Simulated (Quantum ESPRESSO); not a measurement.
# TiO (P-6m2) in Quantum ESPRESSO: settings compared, part 2 of 2

Quantum ESPRESSO 7.5. The steps go on from the part before.

## 3. Band structure, r2SCAN

File pw.in:

```
&CONTROL
  calculation = 'scf'
  prefix = 'pwscf'
  outdir = './tmp'
  pseudo_dir = './pseudo'
  tprnfor = .true.
  tstress = .true.
  disk_io = 'low'
/
&SYSTEM
  ibrav = 0
  celldm(1) = 8
  nat = 2
  ntyp = 2
  ecutwfc = 88
  nbnd = 15
  input_dft = 'r2scan'
  occupations = 'smearing'
  smearing = 'fd'
  degauss = 0.00367493
  nosym = .true.
/
&ELECTRONS
  conv_thr = 1d-08
  electron_maxstep = 120
  mixing_beta = 0.5
/
ATOMIC_SPECIES
Ti    47.8670 Ti_ONCV_PBE-1.2.upf
O     15.9990 O_ONCV_PBE-1.2.upf
CELL_PARAMETERS alat
  0.7159699854676   0.0000000000000   0.0000000000000
 -0.3579849927338   0.6200481957690   0.0000000000000
  0.0000000000000   0.0000000000000   0.7647957842126
ATOMIC_POSITIONS crystal
Ti     0.6666666667    0.3333333333    0.0000000000
O      0.0000000000    0.0000000000    0.5000000000
K_POINTS automatic
8 8 6 0 0 0
```

File bands.in:

```
&CONTROL
  calculation = 'bands'
  prefix = 'pwscf'
  outdir = './tmp'
  pseudo_dir = './pseudo'
  disk_io = 'low'
  verbosity = 'high'
/
&SYSTEM
  ibrav = 0
  celldm(1) = 8
  nat = 2
  ntyp = 2
  ecutwfc = 88
  nbnd = 15
  input_dft = 'r2scan'
  occupations = 'smearing'
  smearing = 'fd'
  degauss = 0.00367493
  nosym = .true.
/
&ELECTRONS
  conv_thr = 1d-08
  electron_maxstep = 120
  mixing_beta = 0.5
  diago_full_acc = .true.
  startingwfc = 'random'
/
ATOMIC_SPECIES
Ti    47.8670 Ti_ONCV_PBE-1.2.upf
O     15.9990 O_ONCV_PBE-1.2.upf
CELL_PARAMETERS alat
  0.7159699854676   0.0000000000000   0.0000000000000
 -0.3579849927338   0.6200481957690   0.0000000000000
  0.0000000000000   0.0000000000000   0.7647957842126
ATOMIC_POSITIONS crystal
Ti     0.6666666667    0.3333333333    0.0000000000
O      0.0000000000    0.0000000000    0.5000000000
K_POINTS crystal
60
 0.0000000000  0.0000000000  0.0000000000 1
 0.0714285714  0.0000000000  0.0000000000 1
 0.1428571429  0.0000000000  0.0000000000 1
 0.2142857143  0.0000000000  0.0000000000 1
 0.2857142857  0.0000000000  0.0000000000 1
 0.3571428571  0.0000000000  0.0000000000 1
 0.4285714286  0.0000000000  0.0000000000 1
 0.5000000000  0.0000000000  0.0000000000 1
 0.4444444444  0.1111111111  0.0000000000 1
 0.3888888889  0.2222222222  0.0000000000 1
 0.3333333333  0.3333333333  0.0000000000 1
 0.2916666667  0.2916666667  0.0000000000 1
 0.2500000000  0.2500000000  0.0000000000 1
 0.2083333333  0.2083333333  0.0000000000 1
 0.1666666667  0.1666666667  0.0000000000 1
 0.1250000000  0.1250000000  0.0000000000 1
 0.0833333333  0.0833333333  0.0000000000 1
 0.0416666667  0.0416666667  0.0000000000 1
 0.0000000000  0.0000000000  0.0000000000 1
 0.0000000000  0.0000000000  0.0833333333 1
 0.0000000000  0.0000000000  0.1666666667 1
 0.0000000000  0.0000000000  0.2500000000 1
 0.0000000000  0.0000000000  0.3333333333 1
 0.0000000000  0.0000000000  0.4166666667 1
 0.0000000000  0.0000000000  0.5000000000 1
 0.0714285714  0.0000000000  0.5000000000 1
 0.1428571429  0.0000000000  0.5000000000 1
 0.2142857143  0.0000000000  0.5000000000 1
 0.2857142857  0.0000000000  0.5000000000 1
 0.3571428571  0.0000000000  0.5000000000 1
 0.4285714286  0.0000000000  0.5000000000 1
 0.5000000000  0.0000000000  0.5000000000 1
 0.4583333333  0.0833333333  0.5000000000 1
 0.4166666667  0.1666666667  0.5000000000 1
 0.3750000000  0.2500000000  0.5000000000 1
 0.3333333333  0.3333333333  0.5000000000 1
 0.2962962963  0.2962962963  0.5000000000 1
 0.2592592593  0.2592592593  0.5000000000 1
 0.2222222222  0.2222222222  0.5000000000 1
 0.1851851852  0.1851851852  0.5000000000 1
 0.1481481481  0.1481481481  0.5000000000 1
 0.1111111111  0.1111111111  0.5000000000 1
 0.0740740741  0.0740740741  0.5000000000 1
 0.0370370370  0.0370370370  0.5000000000 1
 0.0000000000  0.0000000000  0.5000000000 1
 0.5000000000  0.0000000000  0.5000000000 1
 0.5000000000  0.0000000000  0.4166666667 1
 0.5000000000  0.0000000000  0.3333333333 1
 0.5000000000  0.0000000000  0.2500000000 1
 0.5000000000  0.0000000000  0.1666666667 1
 0.5000000000  0.0000000000  0.0833333333 1
 0.5000000000  0.0000000000  0.0000000000 1
 0.3333333333  0.3333333333  0.0000000000 1
 0.3333333333  0.3333333333  0.0714285714 1
 0.3333333333  0.3333333333  0.1428571429 1
 0.3333333333  0.3333333333  0.2142857143 1
 0.3333333333  0.3333333333  0.2857142857 1
 0.3333333333  0.3333333333  0.3571428571 1
 0.3333333333  0.3333333333  0.4285714286 1
 0.3333333333  0.3333333333  0.5000000000 1
```

Potentials or basis: SG15 PBE 1.2.

Run with:

```console
> OMP_NUM_THREADS=1 mpirun -n 2 pw.x -nk 2 -in pw.in > pw.out
> OMP_NUM_THREADS=1 mpirun -n 2 pw.x -nk 2 -in bands.in > bands.out
```

pw.out:

```text
This program is part of the open-source Quantum ESPRESSO suite
     for quantum simulation of materials; please cite
         "P. Giannozzi et al., J. Phys.:Condens. Matter 21 395502 (2009);
         "P. Giannozzi et al., J. Phys.:Condens. Matter 29 465901 (2017);
         "P. Giannozzi et al., J. Chem. Phys. 152 154105 (2020);
     in publications or presentations arising from this work. More details at

     IMPORTANT: XC functional enforced from input :
     Exchange-correlation= R2SCAN
                           (   0   0   0   0   0 497 498)
     Any further DFT definition will be discarded
     Please, verify this is what you really want

     K-points division:     npool     =       2
     Subspace diagonalization in iterative solution of the eigenvalue problem:
     a serial algorithm will be used

     G-vector sticks info
     --------------------
     sticks:   dense  smooth     PW     G-vecs:    dense   smooth      PW
     Sum         805     805    253                19285    19285    3525

     Using Slab Decomposition

     bravais-lattice index     =            0
     lattice parameter (alat)  =       8.0000  a.u.
     unit-cell volume          =     173.8344 (a.u.)^3
     number of atoms/cell      =            2
     number of atomic types    =            2
     number of electrons       =        18.00
     number of Kohn-Sham states=           15
     kinetic-energy cutoff     =      88.0000  Ry
     charge density cutoff     =     352.0000  Ry
     scf convergence threshold =      1.0E-08
     mixing beta               =       0.5000
     number of iterations used =            8  plain     mixing
     Exchange-correlation= R2SCAN
                           (   0   0   0   0   0 497 498)

     celldm(1)=   8.000000  celldm(2)=   0.000000  celldm(3)=   0.000000
     celldm(4)=   0.000000  celldm(5)=   0.000000  celldm(6)=   0.000000

     crystal axes: (cart. coord. in units of alat)
               a(1) = (   0.715970   0.000000   0.000000 )
               a(2) = (  -0.357985   0.620048   0.000000 )
               a(3) = (   0.000000   0.000000   0.764796 )

     reciprocal axes: (cart. coord. in units 2 pi/alat)
               b(1) = (  1.396707  0.806389 -0.000000 )
               b(2) = (  0.000000  1.612778  0.000000 )
               b(3) = (  0.000000 -0.000000  1.307539 )

     PseudoPot. # 1 for Ti read from file:
     Ti_ONCV_PBE-1.2.upf
     Pseudo is Norm-conserving, Zval = 12.0
     Generated using ONCVPSP code by D. R. Hamann
     Using radial grid of  602 points,  6 beta functions with:
                l(1) =   0
                l(2) =   0
                l(3) =   1
                l(4) =   1
                l(5) =   2
                l(6) =   2

     PseudoPot. # 2 for O  read from file:
     O_ONCV_PBE-1.2.upf
     Pseudo is Norm-conserving, Zval =  6.0
     Generated using ONCVPSP code by D. R. Hamann
     Using radial grid of  602 points,  4 beta functions with:
                l(1) =   0
                l(2) =   0
                l(3) =   1
                l(4) =   1

     atomic species   valence    mass     pseudopotential
     Ti               12.00    47.86700     Ti( 1.00)
     O                 6.00    15.99900     O ( 1.00)

     No symmetry found

   Cartesian axes

     site n.     atom                  positions (alat units)
         1        Ti     tau(   1) = (   0.3579850   0.2066827   0.0000000  )
         2        O      tau(   2) = (   0.0000000   0.0000000   0.3823979  )

     number of k points=   196  Fermi-Dirac smearing, width (Ry)=  0.0037

     Number of k-points >= 100: set verbosity='high' to print them.

     Dense  grid:    19285 G-vectors     FFT dimensions: (  36,  36,  40)

     WARNING: libxc functional with ID  497 depends
      on external parameters: check the user_guide of
      QE if you need to modify them or to check their
      default values.

     WARNING: libxc functional with ID  498 depends
      on external parameters: check the user_guide of
      QE if you need to modify them or to check their
      default values.

     Initial potential from superposition of free atoms

     starting charge      17.8893, renormalised to      18.0000
     Starting wfcs are random

     Self-consistent Calculation

     iteration #  1     ecut=    88.00 Ry     beta= 0.50
     Davidson diagonalization with overlap
     ethr =  1.00E-02,  avg # of iterations =  9.5

     total energy              =    -147.33260837 Ry
     estimated scf accuracy    <      24.61470473 Ry

     iteration #  2     ecut=    88.00 Ry     beta= 0.50
     Davidson diagonalization with overlap
     ethr =  1.00E-02,  avg # of iterations =  1.1

     total energy              =    -147.25878055 Ry
     estimated scf accuracy    <       4.21952277 Ry

     iteration #  3     ecut=    88.00 Ry     beta= 0.50
     Davidson diagonalization with overlap
     ethr =  1.00E-02,  avg # of iterations =  1.7
[... 50 lines left out ...]
     total energy              =    -147.51254007 Ry
     estimated scf accuracy    <       0.00000034 Ry

     iteration # 11     ecut=    88.00 Ry     beta= 0.50
     Davidson diagonalization with overlap
     ethr =  1.86E-09,  avg # of iterations =  1.0

     total energy              =    -147.51254007 Ry
     estimated scf accuracy    <       0.00000005 Ry

     iteration # 12     ecut=    88.00 Ry     beta= 0.50
     Davidson diagonalization with overlap
     ethr =  2.62E-10,  avg # of iterations =  1.0

     End of self-consistent calculation

     Number of k-points >= 100: set verbosity='high' to print the bands.

     the Fermi energy is    12.0561 ev

!    total energy              =    -147.51254007 Ry
     estimated scf accuracy    <          4.4E-09 Ry
     smearing contrib. (-TS)   =      -0.00002767 Ry
     internal energy E=F+TS    =    -147.51251240 Ry

     The total energy is F=E-TS. E is the sum of the following terms:
     one-electron contribution =     -45.28091049 Ry
     hartree contribution      =      29.82138358 Ry
     xc contribution           =     -21.20451232 Ry
     ewald contribution        =    -110.84847317 Ry

     convergence has been achieved in  12 iterations

     Forces acting on atoms (cartesian axes, Ry/au):

     atom    1 type  1   force =     0.00000001    0.00000010   -0.00000003
     atom    2 type  2   force =    -0.00000001   -0.00000010    0.00000003

     Total force =     0.000000     Total SCF correction =     0.000000
     SCF correction compared to forces is large: reduce conv_thr to get better values

     Computing stress (Cartesian axis) and pressure

          total   stress  (Ry/bohr**3)                   (kbar)     P=     -399.48
  -0.00225741  -0.00000000  -0.00000000         -332.08       -0.00       -0.00
  -0.00000000  -0.00225741   0.00000000           -0.00     -332.08        0.00
  -0.00000000   0.00000000  -0.00363210           -0.00        0.00     -534.30

=------------------------------------------------------------------------------=
   JOB DONE.
=------------------------------------------------------------------------------=
```

bands.out:

```text
This program is part of the open-source Quantum ESPRESSO suite
     for quantum simulation of materials; please cite
         "P. Giannozzi et al., J. Phys.:Condens. Matter 21 395502 (2009);
         "P. Giannozzi et al., J. Phys.:Condens. Matter 29 465901 (2017);
         "P. Giannozzi et al., J. Chem. Phys. 152 154105 (2020);
[... 310 lines left out ...]
     9.4816  12.7747  13.1070  13.1070  13.7553  13.7553  25.1424
[... 293 lines left out ...]
   -48.9270 -24.1035 -23.9584 -23.9566  -8.3376   5.6147   5.7768   6.7812
    11.5823  13.3532  13.7574  14.3712  14.7056  19.2628  21.4076

=------------------------------------------------------------------------------=
   JOB DONE.
=------------------------------------------------------------------------------=
```

Wall time 4.1 min (2 MPI ranks of Intel Xeon Platinum 8259CL at 2.50GHz (Skylake/Cascade Lake), shared host); peak memory 0.24 GiB.

What came out:

- Free energy: -2007.0104 eV
- Pressure: -39.9 GPa
- Band gap on the k mesh: 0.20 eV, direct
- Band gap along the path: 0.20 eV, direct

Stress tensor (GPa, compression positive):
```
-33.21   0.00   0.00
  0.00 -33.21   0.00
  0.00   0.00 -53.43
```

Levels at the corners of the path, in eV from the valence-band top:
| point | band 5 | band 6 | band 7 | band 8 | band 9 | band 10 | band 11 | band 12 | band 13 | band 14 |
| --- | --- | --- | --- | --- | --- | --- | --- | --- | --- | --- |
| Γ | -21.11 | -4.76 | -4.09 | -4.09 | -2.51 | 0.79 | 1.12 | 1.12 | 1.77 | 1.77 |
| M | -20.40 | -7.07 | -5.28 | -4.14 | -1.65 | 1.42 | 1.62 | 2.13 | 2.36 | 4.65 |
| K | -20.31 | -6.22 | -5.79 | -5.27 | -0.08 | 0.59 | 0.79 | 1.05 | 2.87 | 8.39 |
| Γ | -21.11 | -4.76 | -4.09 | -4.09 | -2.51 | 0.79 | 1.12 | 1.12 | 1.77 | 1.77 |
| A | -20.64 | -7.70 | -3.86 | -3.86 | 0.00 | 0.20 | 0.20 | 1.85 | 1.85 | 5.77 |
| L | -20.37 | -6.35 | -6.28 | -4.81 | -0.92 | 1.22 | 1.97 | 2.34 | 2.68 | 6.41 |
| H | -20.32 | -6.37 | -6.21 | -5.21 | -0.40 | 1.37 | 1.77 | 2.38 | 2.72 | 7.28 |
| A | -20.64 | -7.70 | -3.86 | -3.86 | 0.00 | 0.20 | 0.20 | 1.85 | 1.85 | 5.77 |
| L | -20.37 | -6.35 | -6.28 | -4.81 | -0.92 | 1.22 | 1.97 | 2.34 | 2.68 | 6.41 |
| M | -20.40 | -7.07 | -5.28 | -4.14 | -1.65 | 1.42 | 1.62 | 2.13 | 2.36 | 4.65 |
| K | -20.31 | -6.22 | -5.79 | -5.27 | -0.08 | 0.59 | 0.79 | 1.05 | 2.87 | 8.39 |
| H | -20.32 | -6.37 | -6.21 | -5.21 | -0.40 | 1.37 | 1.77 | 2.38 | 2.72 | 7.28 |

Caveat: the potentials were made for another functional, which shifts forces and pressure; a pressure of tens of GPa on the cell as given is suspect, and the run, the potentials or the cell itself is likely at fault. r2SCAN opens gaps a little over a GGA but as a rule still falls short of measured ones.
